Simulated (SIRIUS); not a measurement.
# CdS (Hawleyite) under changes of volume

One of the cells (24.808 Å³/atom); the others are scaled copies at fixed shape and fractional positions:

```
Cd S
1.0
     0.00000    2.91650    2.91650
     2.91650    0.00000    2.91650
     2.91650    2.91650    0.00000
Cd S
1 1
Direct
  0.00000 0.00000 0.00000
  0.75000 0.75000 0.75000
```

| Property | Result |
| --- | --- |
| Program | SIRIUS 7.12.0 |
| Functional | PBEsol |
| Potentials or basis | PseudoDojo 0.4.1 PBEsol standard (scalar relativistic) |
| Cutoff | 1388 eV |
| Density cutoff | 5552 eV |
| k mesh | 8 × 8 × 8 |
| Occupations | fermi-dirac, width 0.05 eV |
| Spin | no spin polarisation |

```tsv
volume (Å³/atom)	energy over the lowest point (meV/atom)	pressure (GPa)	gap on the mesh (eV)
23.319	16.82	4.0	1.13
23.815	6.69	2.4	1.09
24.312	1.25	1.0	1.04
24.808	0.00	-0.3	1.00
25.304	?	?	?
25.800	8.33	-2.4	0.92
26.296	17.16	-3.3	0.88
```

Question: What does the run at 25.304 Å³/atom give?

Answer: Energy over the lowest point 2.49 meV/atom; pressure -1.4 GPa; gap on the mesh 0.96 eV.

Worked out: A Birch-Murnaghan fit of order 3 (a polynomial in V^(-2/3)) to the other rows has its minimum at 24.72 Å³/atom with B0 = V·E''(V) = 61 GPa and B' = 4.6. It gives 2.49 meV/atom at 25.304 Å³/atom, against the run's 2.49, and -dE/dV = -1.4 GPa, against -1.4. A straight line through the other rows of the gap, of slope -2.09 eV per unit of ln V, gives 0.96 eV, against the run's 0.96.

Energies are extrapolated to zero smearing.

A mesh can miss the band edges. Spin-orbit coupling on Cd is left out.
